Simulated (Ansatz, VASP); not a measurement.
## Two plane-wave programs on CaSe

File INCAR:

```
ALGO = Normal
EDIFF = 1E-7
ENCUT = 520
GGA = PE
ISIF = 2
ISMEAR = 0
LASPH = True
LCHARG = False
LREAL = False
LWAVE = False
NBANDS = 15
NELM = 100
PREC = Accurate
SIGMA = 0.01
```

KPOINTS

```
k-points
0
Gamma
  6 6 6
```

Contents of POSCAR:

```
CaSe
1.0
    0.0000000000      3.0379709950      3.0379709950
    3.0379709950      0.0000000000      3.0379709950
    3.0379709950      3.0379709950      0.0000000000
Ca Se
1 1
Direct
    0.0000000000      0.0000000000      0.0000000000
    0.5000000000      0.5000000000      0.5000000000
```

Input for Ansatz:

```yaml
crystal:
  lattice:
    - [0.0, 3.037970995, 3.037970995]
    - [3.037970995, 0.0, 3.037970995]
    - [3.037970995, 3.037970995, 0.0]
  atoms:
    - { symbol: Ca, position: [0.0, 0.0, 0.0] }
    - { symbol: Se, position: [0.5, 0.5, 0.5] }
kpoints:
  mp_grid: { grid: [6, 6, 6] }
hamiltonian:
  xc: pbe
scf:
  occupations: { method: fixed }
  n_extra_bands: 4
output:
  forces: true
  stress: true
  eigenvalues: true
```

Alike in both runs: task single point; functional PBE; k mesh 6 × 6 × 6; no spin polarisation.

|  | VASP | Ansatz |
| --- | --- | --- |
| version | VASP 6.6.1 | Ansatz 0.2.0 |
| potentials or method | VASP PAW PBE potentials, release 64 (Ca_sv, Se) | plane waves, PAW |
| plane-wave cutoff (eV) | 520 | 420 |
| occupations | gaussian, width 0.01 eV | fixed |
| valence electrons in the cell | 16 | 26 |

```csv
,VASP,Ansatz,Ansatz less VASP
gap on the k mesh at the Fermi level (eV),2.19,2.20,+0.007
pressure (GPa),-2.4,-2.5,-0.13
```

The two sets of potentials don't hold the same shells in valence.

A k mesh can miss the band edges. As with any semilocal functional, this PBE gap is likely too small.
